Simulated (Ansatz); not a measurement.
## Graphene bilayer (AA) in a perpendicular field

What dipole does a perpendicular field induce in the graphene bilayer (AA), and does the gap follow? A positive field points along +c.

Main program and level: Ansatz 0.2.0; plane-wave DFT, PBE-D3(BJ), Ansatz PAW, in the first sound run; inputs show where later runs differ.

## (1) Set-up

The cell holds 4 atoms: 4 C. Cell: a = 2.467 Å, b = 2.467 Å, c = 21.350 Å, α = 90.0°, β = 90.0°, γ = 120.0°. Regions: layer 1: graphene, 2 atoms (2 C); layer 2: graphene, 2 atoms (2 C). Vacuum lies along c.

## (2) Relaxing the slab

The starting cell is a guess, so the in-plane lattice and the atoms are relaxed first, with the slab cut off from its images along the normal. The program lengthens the vector along the normal by itself, so c and the volume that it reports differ from the typed ones.

input.yaml reads:

```yaml
crystal:
  lattice:
    - [2.467, 0.0, 0.0]
    - [-1.2335, 2.1364846711, 0.0]
    - [0.0, 0.0, 21.35]
  atoms:
    - { symbol: C, position: [0.6666666667, 0.3333333333, 0.4215456674] }
    - { symbol: C, position: [0.3333333333, 0.6666666667, 0.4215456674] }
    - { symbol: C, position: [0.6666666667, 0.3333333333, 0.5784543326] }
    - { symbol: C, position: [0.3333333333, 0.6666666667, 0.5784543326] }
  periodic: [true, true, false]
kpoints:
  mp_grid: { grid: [18, 18, 1] }
hamiltonian:
  xc: pbe
  dispersion: d3bj
scf:
  occupations: { method: fermi_dirac, width: 0.05 }
  convergence: { dr2_threshold: 1.0e-09 }
relax:
  f_tol: 0.004
  max_steps: 90
  cell: {}
output:
  write_potential: true
  write_density: true
  volumetric_format: npy
```

On the command line:

```bash
$ ansatz run input.yaml --threads 2 --pin off --max-ram 3072MiB --backend cpu --events-out ev --progress --plain --runs-dir out
```

Numbers of over 12 decimals in the logs are rounded to 6 here.

Output:

```text
Warning: crystal.periodic: the lattice vector that does not repeat stood 0.000° off the slab's normal, 21.350 Å along it as the deck builds it. The run solves the slab on a vector along the normal, 30.500 Å long, with every atom where it was (on the deck's vector they left 18.00 Å outside them, and the widest stretch free of ions among them is 3.35 Å). A fractional position that the run reports is one of the run's ce [...]
Warning: relax.cell: scf.convergence.dr2_threshold = 1e-9 eV is looser than the 2.24438552865e-10 eV advised for a relaxation that steers and ends on the stress (1e-10 eV for each atom of the cell: 4, times the square of relax.cell.stress_2d_tol = 0.05 N/m over 13.4 Å (the atoms' height at the walk's start and 5 Å past either face), 3.745e-2 GPa, over a crystal's default 0.05). What an SCF threshold leaves in a stress goes as its square root, and in the free energy as the threshold itself, and one threshold admits the most on a small cell: [figures from the program's tests cut] Set scf.convergence.dr2_threshold to 2.24438552865e-10 eV or tighter. [rest of the remark cut]
crystal.periodic: the lattice vector that does not repeat stood 0.000° off the slab's normal, 21.350 Å along it as the deck builds it. The run solves the slab on a vector along the normal, 30.500 Å long, with every atom where it was (on the deck's vector they left 18.00 Å outside them, and the widest stretch free of ions among them is 3.35 Å). A fractional position that the run reports is one of the run's cell, which [...]
Engine: ansatz 0.2.0, aarch64-unknown-linux-gnu
Pseudopotentials: kind: paw
Pseudopotential: C, paw, valence charge 4, recommended cutoff 420 eV (normal), C.paw.azcp
Functional definition: PBE
  parameter kappa = 0.804
  parameter beta = 0.066725
  exchange = pbe_x(kappa = kappa, mu = beta*pi^2/3)
  correlation = pbe_c(beta = beta)
Crystal: 4 atoms, lattice volume = 160.757 Å³
Basis set: ecut = 420 eV, 3035 PW (Γ), exchange–correlation on 36×36×432 points (8 copies of the dense FFT grid, shifted against one another)
Bands: 12, of which v1, the nominal top of the filled ones, is band 8 counted from 1 (7 counted from 0)
Symmetry: 24 space group operations
Space group: P6/mmm (ITA 191), of the structure as read, at distance tolerance 5.4e-5 Å
k-points: 37 of 324
Non-local potential: C, projectors of the file, l = 0: 2, l = 1: 2, l = 2: 1
PAW form: soft (Blöchl's): semilocal exchange-correlation on the pseudo side does not see the compensation charge
PAW one-centre angular grid: C, 110 points (default); XC on 64 Gauss nodes
Initial density: superposition of atomic densities (neutral atoms: chi_scale 0, normalization atom), corrected by the library's trained network
Initial wavefunctions: pseudopotential atomic-orbital guess
Functional: x = pbe(κ = 0.804, μ = 0.219515), c = pbe(β = 0.066725)
SCF iter   1: F=—  HF=-1004.196191 eV  |F-HF|=—  |Δ(HF+E_count)|=         —  Δρ=1.67e-3  dr2=5.23e-3  ethr=1.77e-3  ⟨swp⟩=9.9  Hψ=4070  notcnv=0
preconditioner: auto → Resta (q_TF=auto, 1.857 Å⁻¹)  ε∞=1.6  [insulator: Δε(μ)=0.679 eV  Ē_g=14.907 eV  σ=0.050 eV  W_gap=1.00  n_scr=18 (ndim 8)  ℏωp=11.7 eV  f_vac=0.757  D(μ)=0.00/eV (n_scr^D=0)  ε∞_Penn≈1.6  vacuum switching on, ρ_ref=1.6e-2 e/Å³]
SCF iter   2: F=—  HF=-1004.196005 eV  |F-HF|=—  |Δ(HF+E_count)|=   1.86e-4  Δρ=8.34e-4  dr2=1.08e-3  ethr=3.27e-5  ⟨swp⟩=3.1  Hψ=1322  notcnv=0
SCF iter   3: F=—  HF=-1004.196082 eV  |F-HF|=—  |Δ(HF+E_count)|=   7.68e-5  Δρ=1.80e-4  dr2=7.27e-5  ethr=6.72e-6  ⟨swp⟩=3.0  Hψ=1001  notcnv=0
SCF iter   4: F=—  HF=-1004.196089 eV  |F-HF|=—  |Δ(HF+E_count)|=   6.73e-6  Δρ=7.49e-5  dr2=5.70e-6  ethr=4.54e-7  ⟨swp⟩=3.3  Hψ=935  notcnv=0
SCF iter   5: F=—  HF=-1004.196105 eV  |F-HF|=—  |Δ(HF+E_count)|=   1.60e-5  Δρ=2.52e-5  dr2=1.02e-6  ethr=3.57e-8  ⟨swp⟩=2.9  Hψ=995  notcnv=0
SCF iter   6: F=—  HF=-1004.196123 eV  |F-HF|=—  |Δ(HF+E_count)|=   1.88e-5  Δρ=7.42e-6  dr2=6.36e-8  ethr=6.36e-9  ⟨swp⟩=3.2  Hψ=896  notcnv=0
SCF iter   7: F=—  HF=-1004.196123 eV  |F-HF|=—  |Δ(HF+E_count)|=   1.02e-8  Δρ=1.27e-6  dr2=2.80e-9  ethr=3.97e-10  ⟨swp⟩=2.8  Hψ=852  notcnv=0
SCF iter   8: F=-1004.196123 eV  HF=-1004.196123 eV  |F-HF|=5.40e-11  |Δ(HF+E_count)|=  9.39e-10  Δρ=1.12e-7  dr2=4.70e-11  ethr=6.25e-12  ⟨swp⟩=10.5  Hψ=3112  notcnv=0
SCF 1 converged in 8 iterations: F = -1004.196123 eV  dr2 = 4.70e-11
  greatest PAW one-centre occupation: 0.672 electrons in one spin orbital (limit 2), on the C atom at site 3 (counted from 0), in its partial waves of l = 0
relax step   1: F+E_penalty+E_count = -1004.19612342 eV  Δ(F+E_penalty+E_count) = +0.000e0 eV  max|allowed force component| = 5.267e-2 eV/Å  Δτ_max = 0.0000 Å  P = -0.789 N/m  Ω = 160.757 Å³  fix = [c, alpha, beta]  reactions: c -0.000 N/m  (8 SCF iters, accepted)
Crystal: 4 atoms, lattice volume = 160.560 Å³
Initial density: handed on by an earlier stage of this run
Initial wavefunctions: those handed on with the density
SCF iter   1: F=—  HF=-1004.646236 eV  |F-HF|=—  |Δ(HF+E_count)|=         —  Δρ=3.29e-2  dr2=1.48e0  ethr=3.10e-3  ⟨swp⟩=12.3  Hψ=3929  notcnv=0
preconditioner: auto → LDOS  [insulator: Δε(μ)=0.309 eV  Ē_g=14.912 eV  σ=0.050 eV  W_gap=0.91  n_scr=18 (ndim 8)  ℏωp=11.7 eV  f_vac=0.744  D(μ)=0.04/eV (n_scr^D=2)  ε∞_Penn≈1.6  β→1.0]
SCF iter   2: F=—  HF=-1005.219393 eV  |F-HF|=—  |Δ(HF+E_count)|=   5.73e-1  Δρ=2.27e-2  dr2=3.53e0  ethr=3.10e-3  ⟨swp⟩=6.6  Hψ=1919  notcnv=0  defer=4  recentre
preconditioner: auto → Resta (q_TF=auto, 1.858 Å⁻¹)  ε∞=1.6  [insulator: Δε(μ)=0.458 eV  Ē_g=15.116 eV  σ=0.050 eV  W_gap=0.98  n_scr=18 (ndim 8)  ℏωp=11.7 eV  f_vac=0.746  D(μ)=0.01/eV (n_scr^D=0)  ε∞_Penn≈1.6  vacuum switching on, ρ_ref=1.7e-2 e/Å³  β→0.5]
SCF iter   3: F=—  HF=-1004.215354 eV  |F-HF|=—  |Δ(HF+E_count)|=    1.00e0  Δρ=9.18e-3  dr2=5.72e-2  ethr=3.10e-3  ⟨swp⟩=5.3  Hψ=1806  notcnv=0  defer=2
SCF iter   4: F=—  HF=-1004.204516 eV  |F-HF|=—  |Δ(HF+E_count)|=   1.08e-2  Δρ=6.54e-4  dr2=6.60e-4  ethr=3.57e-4  ⟨swp⟩=4.0  Hψ=1106  notcnv=0  defer=1
SCF iter   5: F=—  HF=-1004.204480 eV  |F-HF|=—  |Δ(HF+E_count)|=   3.62e-5  Δρ=2.79e-4  dr2=7.90e-5  ethr=4.12e-6  ⟨swp⟩=3.1  Hψ=955  notcnv=0
SCF iter   6: F=—  HF=-1004.204538 eV  |F-HF|=—  |Δ(HF+E_count)|=   5.78e-5  Δρ=3.31e-5  dr2=1.29e-6  ethr=4.94e-7  ⟨swp⟩=2.6  Hψ=846  notcnv=0
SCF iter   7: F=—  HF=-1004.204550 eV  |F-HF|=—  |Δ(HF+E_count)|=   1.21e-5  Δρ=5.25e-6  dr2=2.89e-8  ethr=8.09e-9  ⟨swp⟩=3.1  Hψ=952  notcnv=0
[...]
SCF iter   1: F=—  HF=-1004.247015 eV  |F-HF|=—  |Δ(HF+E_count)|=         —  Δρ=1.01e-2  dr2=1.37e-1  ethr=8.60e-4  ⟨swp⟩=2.0  Hψ=4173  notcnv=0
preconditioner: auto → Resta (q_TF=auto, 1.858 Å⁻¹)  ε∞=1.6  [insulator: Δε(μ)=0.424 eV  Ē_g=14.908 eV  σ=0.050 eV  W_gap=0.97  n_scr=18 (ndim 8)  ℏωp=11.7 eV  f_vac=0.753  D(μ)=0.01/eV (n_scr^D=0)  ε∞_Penn≈1.6  vacuum switching on, ρ_ref=1.6e-2 e/Å³]
SCF iter   2: F=—  HF=-1004.209497 eV  |F-HF|=—  |Δ(HF+E_count)|=   3.75e-2  Δρ=3.60e-3  dr2=1.28e-2  ethr=8.56e-4  ⟨swp⟩=3.2  Hψ=917  notcnv=0
SCF iter   3: F=—  HF=-1004.207101 eV  |F-HF|=—  |Δ(HF+E_count)|=   2.40e-3  Δρ=1.76e-3  dr2=2.00e-3  ethr=7.98e-5  ⟨swp⟩=2.7  Hψ=822  notcnv=0
SCF iter   4: F=—  HF=-1004.206839 eV  |F-HF|=—  |Δ(HF+E_count)|=   2.63e-4  Δρ=1.20e-4  dr2=1.26e-5  ethr=1.25e-5  ⟨swp⟩=2.6  Hψ=775  notcnv=0
SCF iter   5: F=—  HF=-1004.206850 eV  |F-HF|=—  |Δ(HF+E_count)|=   1.16e-5  Δρ=3.08e-5  dr2=3.85e-6  ethr=7.88e-8  ⟨swp⟩=3.3  Hψ=974  notcnv=0
SCF iter   6: F=—  HF=-1004.206850 eV  |F-HF|=—  |Δ(HF+E_count)|=   2.51e-7  Δρ=1.04e-5  dr2=4.26e-7  ethr=2.41e-8  ⟨swp⟩=2.4  Hψ=628  notcnv=0
SCF iter   7: F=—  HF=-1004.206866 eV  |F-HF|=—  |Δ(HF+E_count)|=   1.65e-5  Δρ=1.18e-6  dr2=3.14e-9  ethr=2.66e-9  ⟨swp⟩=2.7  Hψ=804  notcnv=0
SCF iter   8: F=-1004.206866 eV  HF=-1004.206866 eV  |F-HF|=4.80e-10  |Δ(HF+E_count)|=  7.37e-11  Δρ=3.98e-7  dr2=6.09e-10  ethr=6.25e-12  ⟨swp⟩=10.7  Hψ=3175  notcnv=0
SCF 3 converged in 8 iterations: F = -1004.206866 eV  dr2 = 6.09e-10
  greatest PAW one-centre occupation: 0.673 electrons in one spin orbital (limit 2), on the C atom at site 2 (counted from 0), in its partial waves of l = 0
relax step   3: F+E_penalty+E_count = -1004.20686646 eV  Δ(F+E_penalty+E_count) = -2.317e-3 eV  max|allowed force component| = 4.795e-3 eV/Å  Δτ_max = 0.0570 Å  P = +0.737 N/m  Ω = 160.265 Å³  energy of the carried Pulay correction = +3.480e-4 eV  fix = [c, alpha, beta]  reactions: c +0.000 N/m  (8 SCF iters, accepted)
[...]
relax step   4: F+E_penalty+E_count = -1004.20705198 eV  Δ(F+E_penalty+E_count) = -1.855e-4 eV  max|allowed force component| = 1.425e-3 eV/Å  Δτ_max = 0.0137 Å  P = +0.004 N/m  Ω = 160.528 Å³  energy of the carried Pulay correction = +1.618e-4 eV  fix = [c, alpha, beta]  reactions: c +0.000 N/m  (7 SCF iters, accepted)
[...]
relax step   5: F+E_penalty+E_count = -1004.20707309 eV  Δ(F+E_penalty+E_count) = -2.111e-5 eV  max|allowed force component| = 3.796e-4 eV/Å  Δτ_max = 0.0070 Å  P = +0.022 N/m  Ω = 160.518 Å³  energy of the carried Pulay correction = +1.684e-4 eV  fix = [c, alpha, beta]  reactions: c +0.000 N/m  (7 SCF iters, accepted)
Initial wavefunctions: pseudopotential atomic-orbital guess (no wavefunctions were taken with the density)
iter 1 solved again at ethr=3.06e-7 eV; its pass at ethr=3.10e-3 eV (dr2=4.90e-5 eV) is discarded
SCF iter   1: F=—  HF=-1004.206861 eV  |F-HF|=—  |Δ(HF+E_count)|=         —  Δρ=4.56e-6  dr2=5.02e-9  ethr=3.06e-7  ⟨swp⟩=5.4  Hψ=6045  notcnv=0
eigensolver tolerance schedule: the retry pair's looser diagonalisation over-reported the residual by 9754.31 of it (diagonalisation noise at 25.85 of the residual, at the tolerance the schedule requests for it); recorded, not acted on — ethr = c·dr2/N_el stays at c = 1.0e-1
preconditioner: auto → Resta (q_TF=auto, 1.858 Å⁻¹)  ε∞=1.6  [insulator: Δε(μ)=0.450 eV  Ē_g=14.846 eV  σ=0.050 eV  W_gap=0.98  n_scr=18 (ndim 8)  ℏωp=11.7 eV  f_vac=0.752  D(μ)=0.01/eV (n_scr^D=0)  ε∞_Penn≈1.6  vacuum switching on, ρ_ref=1.6e-2 e/Å³]
SCF iter   2: F=—  HF=-1004.206895 eV  |F-HF|=—  |Δ(HF+E_count)|=   3.46e-5  Δρ=2.34e-6  dr2=1.43e-9  ethr=3.14e-11  ⟨swp⟩=4.7  Hψ=1361  notcnv=0
SCF iter   3: F=-1004.206895 eV  HF=-1004.206895 eV  |F-HF|=1.74e-10  |Δ(HF+E_count)|=   3.57e-9  Δρ=6.89e-7  dr2=2.19e-10  ethr=6.25e-12  ⟨swp⟩=15.2  Hψ=3844  notcnv=0
SCF 6 converged in 3 iterations: F = -1004.206895 eV  dr2 = 2.19e-10
  greatest PAW one-centre occupation: 0.672 electrons in one spin orbital (limit 2), on the C atom at site 2 (counted from 0), in its partial waves of l = 0
relax step   6: F+E_penalty+E_count = -1004.20689528 eV  Δ(F+E_penalty+E_count) = +1.778e-4 eV  max|allowed force component| = 3.726e-4 eV/Å  Δτ_max = 0.0000 Å  P = +0.017 N/m  Ω = 160.518 Å³  fix = [c, alpha, beta]  reactions: c +0.000 N/m  stress off target by 1.67e-2 N/m on what of the cell is left free  SCF on the basis re-selected at this cell (its energy is not comparable with the rows above)  (3 SCF iters)
basis re-selected at this cell: Δ(F+E_penalty+E_count) = +1.778e-4 eV, ΔP = -0.005 N/m vs the last step (what re-selecting the basis moved, of the pressure what is left beyond the Pulay correction that the steps carried, after the strain that the cell walked since its last selection, with what the two solves' SCF thresholds leave and, on support functions, any second-order correction that the steps lacked; it is no m [...]
WARN: The output density's exchange-correlation potential varies sharply where the density is thin. Do not read a vacuum level from v_tot or v_xc, or from such a field of the output density. On a cell that repeats whose density bears no net charge and no dipole along the vacuum's axis use v_es (v_loc + v_h of the components); under efield.dipole_correction with no amplitude use v_es + v_field, which holds any externa [...]
SCF converged after 3 iterations
Free energy (F): -1004.206895 eV
Harris-Foulkes:  -1004.206895 eV  (|F-HF|=1.74e-10)
Internal energy: -1004.206746 eV  (E = F + TS)
E sigma→0 (E₀):  -1004.206821 eV
Entropy (-TS):   -0.000149 eV (-0.037 meV/atom)
Fermi energy:    -4.261070 eV
--- Per-component energies (eV) ---
  E_band       = -214.567124
  E_kinetic    = 363.539465
  E_local      = -24869.397930  (includes V_loc(G=0)·N_el)
  E_nonlocal   = 109.194740
  E_hartree    = 12223.470684
  E_xc         = -191.945616
  E_vxc        = -237.628385  (∫ρ·V_xc dr)
  E_paw        = -397.377049  (= ΣΔE_a)
  E_vpaw       = -27.215620  (= ΣTr[D̂ρ^β])
  E_aug_tail   = 0.000030  (compensation charges beyond the density's cutoff)
  E_ewald      = 11758.766259
  E_disp       = -0.457329  (pairwise vdW)
  E_smearing   = -0.000149  (= −TS)
  E_closure    = 0.000000  (closes the sum)
  Σ components = -1004.206895   (vs F -1004.206895, Δ=0.00e0)
--- Forces (eV/Å), atoms counted from 1 ---
  atom   1  C     -0.00000000     0.00000000    -0.00037261
  atom   2  C      0.00000000    -0.00000000    -0.00037261
  atom   3  C     -0.00000000     0.00000000     0.00037261
  atom   4  C      0.00000000    -0.00000000     0.00037261
  max |Σ_I F_I| component: 1.48e-16 eV/Å
--- 2D stress c σ (N/m, compression-positive) ---
        0.016740      -0.000000       0.000000
       -0.000000       0.016740       0.000000
        0.000000       0.000000       0.000000
  P = ½ c Tr σ = 0.0167 N/m
--- Band table (eV; the first three rows and the last of 37) ---
  k-point 0: bands = [... 4 lower, -7.3066, -7.3066, -7.2977, -7.2977, -0.8891, -0.5046, 0.4484, 0.6267]
  k-point 1: bands = [... 4 lower, -7.6053, -7.5952, -7.4633, -7.4542, -0.7911, -0.4051, 0.5487, 0.7277]
  k-point 2: bands = [... 4 lower, -8.4262, -8.4119, -7.8803, -7.8703, -0.4973, -0.1066, 0.8495, 1.0306]
  k-point 36: bands = [... 4 lower, -14.8512, -14.8131, -4.4861, -4.4861, -4.0360, -4.0360, 5.5682, 7.1760]
  the weakly bound empty levels are not read free of the cell's end (no_gap_told)
--- Relaxed structure (5 steps of the walk, 5 accepted, 1 SCFs on fresh bases) ---
  F+E_penalty+E_count = -1004.20689528 eV   max|allowed force component| = 3.726e-4 eV/Å   (the final SCF, on the basis selected at the relaxed cell)
  cell:  # Å, volume = 160.5184 Å³
    - [2.465172, 0.0, 0]
    - [-1.232586, 2.134902, 0]
    - [0, 0, 30.500000]
  atoms:
    - { symbol: C, position: [0.666667, 0.333333, 0.291234] }
    - { symbol: C, position: [0.333333, 0.666667, 0.291234] }
    - { symbol: C, position: [0.666667, 0.333333, 0.408766] }
    - { symbol: C, position: [0.333333, 0.666667, 0.408766] }
```

Wall time 52 s (2 threads of Arm Neoverse N1, shared host); peak memory 0.41 GiB.

Relaxation path:

```csv
step,energy less that of the first step (eV),largest force component (eV/Å),volume (Å³)
1,0.0000,0.0527,160.76
2,-0.0084,0.0147,160.56
3,-0.0107,0.0048,160.26
4,-0.0109,0.0014,160.53
5,-0.0110,0.0004,160.52
6*,-0.0108,0.0004,160.52
```

Relaxation steps marked * repeat the geometry before them on a plane-wave basis chosen anew for their cell, so energy and pressure can jump there.

The run keeps the 24 symmetry operations that it works with, so distortions that break them were not tested.

```csv
cell as run,before,after,change
a (Å),2.467,2.465,-0.1 %
b (Å),2.467,2.465,-0.1 %
```

The atoms that moved most (Å, along periodic axes as changes of fractional coordinates times the final cell, across vacuum about the mean position):

```csv
atom,dx,dy,dz,length
C1,0.000,0.000,-0.117,0.117
C2,0.000,0.000,-0.117,0.117
C3,0.000,0.000,0.117,0.117
C4,0.000,0.000,0.117,0.117
```

Final coordinates:

```cif
data_structure
_symmetry_space_group_name_H-M 'P 1'
_symmetry_Int_Tables_number 1
_cell_length_a 2.4652
_cell_length_b 2.4652
_cell_length_c 30.5000
_cell_angle_alpha 90.000
_cell_angle_beta 90.000
_cell_angle_gamma 120.000
_cell_volume 160.52
loop_
_atom_site_label
_atom_site_type_symbol
_atom_site_fract_x
_atom_site_fract_y
_atom_site_fract_z
_atom_site_occupancy
C1 C 0.66667 0.33333 0.29123 1
C2 C 0.33333 0.66667 0.29123 1
C3 C 0.66667 0.33333 0.40877 1
C4 C 0.33333 0.66667 0.40877 1
```

Numbers from this step:

| Item | Value |
| --- | --- |
| energy at zero smearing | -1004.2068 eV |

The lattice constant a goes from 2.467 to 2.465 Å.

[end of part 1 of 4]

[Logs are printed without paths, hosts, clocks, repeated set-up lines and the standing remarks that a program may print on its own settings, such as how far it seeks lower states.]

[Hosts, paths, dates, database ids (printed as entryN), source tags and the programs' standing remarks are cut or masked in the printed files.]

[Maps of the electrostatic potential energy from Ansatz leave out the sawtooth potential of an applied field or a dipole correction, so their vacuum need not be flat; planar profiles and work functions include it.]
